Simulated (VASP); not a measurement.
# CdTe (F-43m) in VASP: a series of runs

The runs below take CdTe through single point, with RPBE+D3(BJ), PBE, revPBE.

Everything below comes from runs of VASP 6.6.1. Logs are shortened: lines on timing, memory, paths and dates and some standing lists are left out, and cuts for length are marked.

**What was measured.**

A printed reference work, data compilation reports, for a bulk crystal of CdTe at 0 K: band gap 1.607 eV.

How close the calculation comes is told below.

## (1) The cell of the first run

The structure is cubic, space group F-43m (No. 216). Conventional cell: a = 6.281 Å, b = 6.281 Å, c = 6.281 Å, α = 90.00°, β = 90.00°, γ = 90.00°. Within 3.6 Å of Te (site symmetry -43m) lie 4 Cd at 2.72 Å. Cd (site symmetry -43m) has 4 Te at 2.72 Å within 3.6 Å.

## (2) Single point, RPBE+D3(BJ)

The input, INCAR:

```
PREC = Accurate
ENCUT = 520
EDIFF = 1E-6
ISMEAR = -1
SIGMA = 0.05
LREAL = False
LASPH = True
NELM = 100
ALGO = Normal
ISIF = 2
LWAVE = False
LCHARG = False
GGA = RP
IVDW = 12
NBANDS = 16
```

The input, KPOINTS:

```
regular mesh
0
Gamma
  7 7 7
```

The input, POSCAR:

```
CdTe
1.0
    0.0000000000      3.1403409933      3.1403409933
    3.1403409933      0.0000000000      3.1403409933
    3.1403409933      3.1403409933      0.0000000000
Te Cd
1 1
Direct
    0.7500000000      0.7500000000      0.7500000000
    0.0000000000      0.0000000000      0.0000000000
```

Potentials or basis: VASP PAW PBE potentials, release 64 (Te, Cd).

On the command line:

```sh
$ cat potpaw_PBE.64/Te/POTCAR potpaw_PBE.64/Cd/POTCAR > POTCAR
$ mpirun -np 1 vasp_std > vasp.out
```

OUTCAR:

```text
PREC = Accurate
   ENCUT = 520
   EDIFF = 1E-6
   ISMEAR = -1
   LREAL = False
   LASPH = True
   NELM = 100
   ISIF = 2
   GGA = RP
   IVDW = 12
 IVDW          = 12

 ion  position               nearest neighbor table
   1  0.750  0.750  0.750-   2 2.72   2 2.72   2 2.72   2 2.72
   2  0.000  0.000  0.000-   1 2.72   1 2.72   1 2.72   1 2.72

  LATTYP: Found a face centered cubic cell.
 ALAT       =     6.2806819866

  Lattice vectors:

 A1 = (   0.0000000000,   3.1403409933,   3.1403409933)
 A2 = (   3.1403409933,   0.0000000000,   3.1403409933)
 A3 = (   3.1403409933,   3.1403409933,   0.0000000000)

Analysis of symmetry for initial positions (statically):
=====================================================================
 Subroutine PRICEL returns:
 Original cell was already a primitive cell.

 Routine SETGRP: Setting up the symmetry group for a
 face centered cubic supercell.

 Subroutine GETGRP returns: Found 24 space group operations
 (whereof 24 operations were pure point group operations)
 out of a pool of 48 trial point group operations.

The static configuration has the point symmetry T_d .

Analysis of symmetry for dynamics (positions and initial velocities):
=====================================================================
 Subroutine PRICEL returns:
 Original cell was already a primitive cell.

 Routine SETGRP: Setting up the symmetry group for a
 face centered cubic supercell.

 Subroutine GETGRP returns: Found 24 space group operations
 (whereof 24 operations were pure point group operations)
 out of a pool of 48 trial point group operations.

The dynamic configuration has the point symmetry T_d .

 Subroutine INISYM returns: Found 24 space group operations
 (whereof 24 operations are pure point group operations),
 and found     1 'primitive' translations

----------------------------------------------------------------------------------------

                                     Primitive cell

  volume of cell :      61.9385

  direct lattice vectors                    reciprocal lattice vectors
     0.000000000  3.140340993  3.140340993    -0.159218378  0.159218378  0.159218378
     3.140340993  0.000000000  3.140340993     0.159218378 -0.159218378  0.159218378
     3.140340993  3.140340993  0.000000000     0.159218378  0.159218378 -0.159218378

  length of vectors
     4.441112823  4.441112823  4.441112823     0.275774321  0.275774321  0.275774321

  position of ions in fractional coordinates (direct lattice)
     0.750000000  0.750000000  0.750000000
     0.000000000  0.000000000  0.000000000

  ion indices of the primitive-cell ions
   primitive index   ion index
                 1           1
                 2           2

----------------------------------------------------------------------------------------

 KPOINTS: regular mesh

Automatic generation of k-mesh.
 Grid dimensions read from file:
 generate k-points for:    7    7    7

 Generating k-lattice:

  Cartesian coordinates                     Fractional coordinates (reciprocal lattice)
    -0.022745483  0.022745483  0.022745483     0.142857143  0.000000000  0.000000000
     0.022745483 -0.022745483  0.022745483     0.000000000  0.142857143  0.000000000
     0.022745483  0.022745483 -0.022745483     0.000000000  0.000000000  0.142857143

  Length of vectors
     0.039396332  0.039396332  0.039396332

  Shift w.r.t. Gamma in fractional coordinates (k-lattice)
     0.000000000  0.000000000  0.000000000

 Subroutine IBZKPT returns following result:
 ===========================================

 Found     20 irreducible k-points:

 Following reciprocal coordinates:
            Coordinates               Weight
  0.000000  0.000000  0.000000      1.000000
  0.142857  0.000000  0.000000      8.000000
  0.285714  0.000000  0.000000      8.000000
  0.428571  0.000000  0.000000      8.000000
  0.142857  0.142857  0.000000      6.000000
  0.285714  0.142857  0.000000     24.000000
[... 12 lines left out ...]
 -0.428571  0.428571  0.142857     24.000000
 -0.285714  0.428571  0.142857     24.000000
   k-points           NKPTS =     20   k-points in BZ     NKDIM =     20   number of bands    NBANDS=     16
   number of dos      NEDOS =    301   number of ions     NIONS =      2
   total plane-waves  NPLWV =  46656
   dimension x,y,z NGX =    36 NGY =   36 NGZ =   36
   dimension x,y,z NGXF=    72 NGYF=   72 NGZF=   72
   ions per type =               1   1
   NGX,Y,Z   is equivalent  to a cutoff of  13.48, 13.48, 13.48 a.u.
   NGXF,Y,Z  is equivalent  to a cutoff of  26.95, 26.95, 26.95 a.u.
 SYSTEM =  unknown system
   PREC   = accura    normal or accurate (medium, high low for compatibility)
   ISTART =      0    job   : 0-new  1-cont  2-samecut
   ICHARG =      2    charge: 1-file 2-atom 10-const
   ISPIN  =      1    spin polarized calculation?
   LNONCOLLINEAR =      F non collinear calculations
   LSORBIT =      F    spin-orbit coupling
   LASPH  =      T    aspherical Exc in radial PAW
   ENCUT  =  520.0 eV  38.22 Ry    6.18 a.u.   8.26  8.26  8.26*2*pi/ulx,y,z
   NELM   =    100;   NELMIN=  2; NELMDL= -5     # of ELM steps
   EDIFF  = 0.1E-05   stopping-criterion for ELM
   LREAL  =      F    real-space projection
   EDIFFG = 0.1E-04   stopping-criterion for IOM
   NSW    =      0    number of steps for IOM
   IBRION =     -1    ionic relax: 0-MD 1-quasi-New 2-CG
   NFREE  =      0    steps in history (QN), initial steepest desc. (CG)
   ISIF   =      2    stress and relaxation
   ISYM   =      2    0-nonsym 1-usesym 2-fastsym
   POTIM  = 0.5000    time-step for ionic-motion
   TEBEG  =    0.0;   TEEND  =   0.0 temperature during run
   PSTRESS=    0.0 pullay stress
   NELECT =      18.0000    total number of electrons
   NUPDOWN=      -1.0000    fix difference up-down
   EMIN   =  10.00;   EMAX   =-10.00  energy-range for DOS
   EFERMI =   0.00;   METHOD = LEGACY
   ISMEAR =    -1;   SIGMA  =   0.05  broadening in eV -4-tet -1-fermi 0-gaus
   EFERMI_NEDOS =   21; number of points for ismear=-14 and -15
   IALGO  =     38    algorithm
   IMIX   =      4    mixing-type and parameters
     AMIX     =   0.40;   BMIX     =  1.00
     AMIX_MAG =   1.60;   BMIX_MAG =  1.00
  volume/ion in A,a.u.               =      30.97       208.99
  Fermi-wavevector in a.u.,A,eV,Ry     =   1.084373  2.049169 15.998624  1.175866
  Thomas-Fermi vector in A             =   2.220462
   LORBIT       =      0    0 simple, 1 ext, 2 COOP (PROOUT), +10 PAW based schemes
   GGA     = RP    functional components
   LHFCALC =     F    Hartree Fock is set to
   AEXX    =    0.0000 exact exchange contribution
   IVDW    =    12    specifies the selected vdW correction
   LEPSILON=     F    determine dielectric tensor
   LRPA    =     F    only Hartree local field effects (RPA)
 non-spin polarized calculation
  energy-cutoff  :      520.00
  volume of cell :       61.94
 maximum number of plane-waves:      1687
 NGX is ok and might be reduce to    36
   NGX = 17   NGY = 17   NGZ = 17

 number of electron      18.0000003 magnetization

 Free energy of the ion-electron system (eV)
  ---------------------------------------------------
  ext. energy  EPLUGINS =         0.00000000
  ---------------------------------------------------
  free energy    TOTEN  =        -3.82694992 eV

  energy without entropy =       -3.82694985  energy(sigma->0) =       -3.82694988

 E-fermi :   4.0072     XC(G=0):  -8.8127

 val. band max:        3.3704686673   @ k =   0.0000   0.0000   0.0000
 cond. band min:       4.5848120807   @ k =   0.0000   0.0000   0.0000
 fundamental gap:      1.2143434134
 Fermi energy:         4.0072229242

 k-point     1 :       0.0000    0.0000    0.0000
  band No.  band energies     occupation
      1      -8.3494      2.00000
      2      -5.2954      2.00000
      3      -5.2954      2.00000
      4      -5.2954      2.00000
      5      -4.9602      2.00000
      6      -4.9602      2.00000
[... 8 lines left out ...]
     15      12.8823      0.00000
     16      12.8823      0.00000

 k-point     2 :       0.1429    0.0000    0.0000
  band No.  band energies     occupation
      1      -8.2585      2.00000
      2      -5.2771      2.00000
      3      -5.2771      2.00000
      4      -5.2281      2.00000
      5      -4.9618      2.00000
      6      -4.9618      2.00000
[... 8 lines left out ...]
     15      12.0271      0.00000
     16      12.0271      0.00000

 k-point     3 :       0.2857    0.0000    0.0000
  band No.  band energies     occupation
      1      -8.0534      2.00000
      2      -5.2403      2.00000
      3      -5.2403      2.00000
      4      -4.9851      2.00000
      5      -4.9598      2.00000
      6      -4.9598      2.00000
[... 8 lines left out ...]
     15      12.0696      0.00000
     16      12.0696      0.00000

 k-point     4 :       0.4286    0.0000    0.0000
  band No.  band energies     occupation
      1      -7.8922      2.00000
      2      -5.2169      2.00000
      3      -5.2169      2.00000
      4      -4.9506      2.00000
      5      -4.9506      2.00000
      6      -4.6037      2.00000
[... 8 lines left out ...]
     15      13.3930      0.00000
     16      13.3930      0.00000
[... 248 lines left out ...]
 k-point    18 :      -0.4286    0.2857    0.1429
  band No.  band energies     occupation
      1      -7.7978      2.00000
      2      -5.1749      2.00000
      3      -5.1594      2.00000
      4      -4.9951      2.00000
      5      -4.9520      2.00000
      6      -4.4326      2.00000
[... 8 lines left out ...]
     15      13.6746      0.00000
     16      14.5723      0.00000

 k-point    19 :      -0.4286    0.4286    0.1429
  band No.  band energies     occupation
      1      -7.7486      2.00000
      2      -5.1352      2.00000
      3      -5.1252      2.00000
      4      -5.0354      2.00000
      5      -4.9388      2.00000
      6      -4.3522      2.00000
[... 8 lines left out ...]
     15      14.5128      0.00000
     16      15.3230      0.00000

 k-point    20 :      -0.2857    0.4286    0.1429
  band No.  band energies     occupation
      1      -7.7373      2.00000
      2      -5.1492      2.00000
      3      -5.1289      2.00000
      4      -5.0017      2.00000
      5      -4.9583      2.00000
      6      -4.2584      2.00000
[... 8 lines left out ...]
     15      13.8498      0.00000
     16      15.9450      0.00000

------------------------ aborting loop because EDIFF is reached ----------------------------------------

 Edisp (eV)   -3.29626

 E8    (eV) :    -2.1395

  FORCE on cell =-STRESS in cart. coord.  units (eV):
  Direction    XX          YY          ZZ          XY          YZ          ZX
  --------------------------------------------------------------------------------------
  -------------------------------------------------------------------------------------
  Total       0.05836     0.05836     0.05836     0.00000     0.00000     0.00000
  in kB       1.50964     1.50964     1.50964     0.00000     0.00000     0.00000
  external pressure =        1.51 kB  Pullay stress =        0.00 kB

 VOLUME and BASIS-vectors are now :
 -----------------------------------------------------------------------------
  energy-cutoff  :      520.00
  volume of cell :       61.94
      direct lattice vectors                 reciprocal lattice vectors
     0.000000000  3.140340993  3.140340993    -0.159218378  0.159218378  0.159218378
     3.140340993  0.000000000  3.140340993     0.159218378 -0.159218378  0.159218378
     3.140340993  3.140340993  0.000000000     0.159218378  0.159218378 -0.159218378

 POSITION                                       TOTAL-FORCE (eV/Angst)
 -----------------------------------------------------------------------------------
      4.71051      4.71051      4.71051        -0.000000     -0.000000     -0.000000
      0.00000      0.00000      0.00000         0.000000      0.000000      0.000000
 -----------------------------------------------------------------------------------
    total drift:                                0.000000      0.000000      0.000000

  FREE ENERGIE OF THE ION-ELECTRON SYSTEM (eV)
  ---------------------------------------------------
  free  energy   TOTEN  =        -7.1232083108 eV

  energy  without entropy=       -7.1232082360  energy(sigma->0) =       -7.12320827
```

Wall time 12 s (1 thread of Intel Xeon 6975P-C (Granite Rapids), shared host); peak memory 0.21 GiB.

Results:

* Free energy: -7.1232 eV
* Pressure: 0.2 GPa
* Band gap on the k mesh: 1.21 eV
* Dispersion energy per atom: -1.648 eV

Levels at points of the mesh, in eV from the valence-band top:
```csv
k point,band 6,band 7,band 8,band 9,band 10,band 11,band 12,band 13
"(0.00, 0.00, 0.00)",-8.33,0.00,0.00,0.00,1.21,4.57,4.57,4.57
```

Caveat: the PAW data sets were made with another functional, which shifts forces and pressure a little; spin-orbit coupling is left out, which moves the levels of the heavy elements.

## (3) Single point, PBE

This run uses another cell than the first one, of 32.92 Å³/atom.

The input, INCAR:

```
PREC = Accurate
ENCUT = 520
EDIFF = 1E-6
ISMEAR = 0
SIGMA = 0.015
LREAL = F
LASPH = T
NELM = 80
ALGO = Normal
ISIF = 2
LWAVE = F
LCHARG = T
GGA = PE
LELF = T
LVHAR = T
NBANDS = 16
```

KPOINTS is that of step 2.

The input, POSCAR:

```
CdTe
1.0
    0.0000000000      3.2050000000      3.2050000000
    3.2050000000      0.0000000000      3.2050000000
    3.2050000000      3.2050000000      0.0000000000
Te Cd
1 1
Direct
    0.7500000000      0.7500000000      0.7500000000
    0.0000000000      0.0000000000      0.0000000000
```

Potentials or basis: VASP PAW PBE potentials, release 64 (Te, Cd).

On the command line:

```sh
$ cat potpaw_PBE.64/Te/POTCAR potpaw_PBE.64/Cd/POTCAR > POTCAR
$ mpirun -np 1 vasp_std > vasp.out
```

It took 9.5 s on 1 thread of Intel Xeon 6975P-C (Granite Rapids), shared host; peak memory 0.21 GiB.

Results (log left out):

* Free energy: -4.7253 eV
* Pressure: 4.4 GPa
* Band gap on the k mesh: 0.87 eV

Levels at points of the mesh, in eV from the valence-band top:
```
           k point  band 6  band 7  band 8  band 9  band 10  band 11  band 12  band 13
(0.00, 0.00, 0.00)   -8.12    0.00    0.00    0.00     0.87     4.58     4.58     4.58
```

Caveat: the cell stands under pressure; spin-orbit coupling is left out, which moves the levels of the heavy elements. As with any semilocal functional, this PBE gap is likely too small.

## (4) Single point, PBE

This run uses another cell than the first one, of 32.92 Å³/atom.

The input, INCAR:

```
PREC = Accurate
ENCUT = 520
EDIFF = 1E-7
ISMEAR = 0
SIGMA = 0.017
LREAL = False
LASPH = True
NELM = 100
ALGO = Normal
ISIF = 2
LWAVE = False
LCHARG = False
GGA = PE
NBANDS = 16
```

KPOINTS is that of step 3.

POSCAR is that of step 3.

On the command line:

```sh
$ cat potpaw_PBE.64/Te/POTCAR potpaw_PBE.64/Cd/POTCAR > POTCAR
$ mpirun -np 1 vasp_std > vasp.out
```

Wall time 15 s (1 thread of Intel Xeon 6975P-C (Granite Rapids), shared host); peak memory 0.21 GiB.

It converged, with:

```
Free energy            : -4.7253 eV
Pressure               : 4.4 GPa
Band gap on the k mesh : 0.87 eV
```

Levels at points of the mesh, in eV from the valence-band top:
| k point | band 5 | band 6 | band 7 | band 8 | band 9 | band 10 | band 11 | band 12 | band 13 | band 14 |
| --- | --- | --- | --- | --- | --- | --- | --- | --- | --- | --- |
| (0.00, 0.00, 0.00) | -8.12 | -8.12 | 0.00 | 0.00 | 0.00 | 0.87 | 4.58 | 4.58 | 4.58 | 7.51 |

Caveat: the cell stands under pressure; spin-orbit coupling is left out, which moves the levels of the heavy elements. Expect the measured gap to be larger: semilocal functionals such as PBE lack the derivative discontinuity.

## (5) Single point, revPBE

This run uses another cell than the first one, of 37.46 Å³/atom.

The input, INCAR:

```
PREC = Accurate
ENCUT = 520
EDIFF = 1E-6
ISMEAR = -1
SIGMA = 0.05
LREAL = F
LASPH = T
NELM = 60
ALGO = Normal
ISIF = 2
LWAVE = F
LCHARG = F
GGA = RE
NBANDS = 16
```

KPOINTS is that of step 4.

The input, POSCAR:

```
CdTe
1.0
    0.0000000000      3.3459197057      3.3459197057
    3.3459197057      0.0000000000      3.3459197057
    3.3459197057      3.3459197057      0.0000000000
Te Cd
1 1
Direct
    0.7500000000      0.7500000000      0.7500000000
    0.0000000000      0.0000000000      0.0000000000
```

On the command line:

```sh
$ cat potpaw_PBE.64/Te/POTCAR potpaw_PBE.64/Cd/POTCAR > POTCAR
$ mpirun -np 1 vasp_std > vasp.out
```

It took 9.6 s on 1 thread of Intel Xeon 6975P-C (Granite Rapids), shared host; peak memory 0.21 GiB.

The run converged. Its results:

| Item | Value |
| --- | --- |
| Free energy | -4.2613 eV |
| Pressure | 0.1 GPa |
| Band gap on the k mesh | 0.60 eV |

Levels at points of the mesh, in eV from the valence-band top:
```csv
k point,band 6,band 7,band 8,band 9,band 10,band 11,band 12,band 13
"(0.00, 0.00, 0.00)",-7.82,0.00,0.00,0.00,0.60,4.70,4.70,4.70
```

Caveat: the PAW data sets were made with another functional, which shifts forces and pressure a little; spin-orbit coupling is left out, which moves the levels of the heavy elements.

## (6) Summary

```csv
level,cell,smearing,gap on the mesh (eV),pressure (GPa)
RPBE+D3(BJ),"a = 4.441 Å, angles 60.0°, 2 atoms",fermi-dirac 0.05 eV,1.21,0.2
PBE,"a = 4.533 Å, angles 60.0°, 2 atoms",gaussian 0.015 eV,0.87,4.4
PBE,"a = 4.533 Å, angles 60.0°, 2 atoms",gaussian 0.017 eV,0.87,4.4
revPBE,"a = 4.732 Å, angles 60.0°, 2 atoms",fermi-dirac 0.05 eV,0.60,0.1
```

Alike in all rows: task single point; potentials or basis VASP PAW PBE potentials, release 64 (Te, Cd); no spin polarisation; k mesh 7 × 7 × 7; cutoff (eV) 520.

Caveats: spin-orbit coupling is left out, which moves the levels of the heavy elements; the PAW data sets were made with another functional, which shifts forces and pressure a little (at least some runs); the cell stands under pressure (at least some runs).

Total energies depend on the potentials used, so only differences within one code and one set of settings carry meaning.

## (7) Comparison with measurements

Step 2. Against the measured gap of CdTe, 1.607 eV (0 K; a printed reference work, data compilation), the calculated 1.21 eV is off by -0.39 eV. Spin-orbit coupling on Cd, Te is left out. The value is that of RPBE+D3(BJ), without temperature or zero-point motion. Semilocal functionals fall short of measured gaps as a rule.

Step 5. Against the measured gap of CdTe, 1.607 eV (0 K; a printed reference work, data compilation), the calculated 0.60 eV is off by -1.01 eV. So large a miss can be the level of theory's own, or it may mean another phase, state or a wrong row. Spin-orbit coupling on Cd, Te is left out. The value is that of revPBE, without temperature or zero-point motion. Semilocal functionals fall short of measured gaps as a rule.
